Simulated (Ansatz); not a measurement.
**Ge under changes of volume**

One of the cells (18.253 Å³/atom); the others are scaled copies at fixed shape and fractional positions:

```xyz
2
Lattice="1.4881 -2.5947 0.0000 1.4881 2.5947 0.0000 0.0000 0.0000 4.7276" Properties=species:S:1:pos:R:3 pbc="T T T"
Ge    1.4881    0.8643    1.1819
Ge    1.4881   -0.8643    3.5457
```

This isn't the form of Ge at room conditions, which is diamond.

```yaml
Program: Ansatz 0.2.0
Functional: r2SCAN
Potentials_or_basis: Ansatz PAW
Cutoff: "500 eV (not typed: the program's choice for these potentials)"
k_mesh: 10 × 10 × 6
Occupations: fermi-dirac, width 0.05 eV
Spin: no spin polarisation
```

| volume (Å³/atom) | energy over the lowest point (meV/atom) | pressure (GPa) | largest force (eV/Å) |
| --- | --- | --- | --- |
| 17.158 | ? | ? | ? |
| 17.523 | 20.88 | 5.7 | 0.000 |
| 17.888 | 10.00 | 3.8 | 0.001 |
| 18.253 | 3.16 | 2.1 | 0.002 |
| 18.618 | 0.00 | 0.6 | 0.003 |
| 18.984 | 0.17 | -0.8 | 0.003 |
| 19.349 | 3.35 | -2.0 | 0.003 |

Q: What does the run at 17.158 Å³/atom give?

A: Energy over the lowest point 36.19 meV/atom; pressure 7.7 GPa; largest force 0.001 eV/Å.

Worked out: A Birch-Murnaghan fit of order 3 (a polynomial in V^(-2/3)) to the other rows has its minimum at 18.78 Å³/atom with B0 = V·E''(V) = 72 GPa and B' = 4.1 at fixed shape and positions, which overstates the stiffness. It gives 36.24 meV/atom at 17.158 Å³/atom, against the run's 36.19, and -dE/dV = 7.8 GPa, against 7.7.

Energies are extrapolated to zero smearing.

Caveats: the PAW data sets come from PBE, with cores solved anew for the run's functional, which leaves a small shift of forces and pressure.
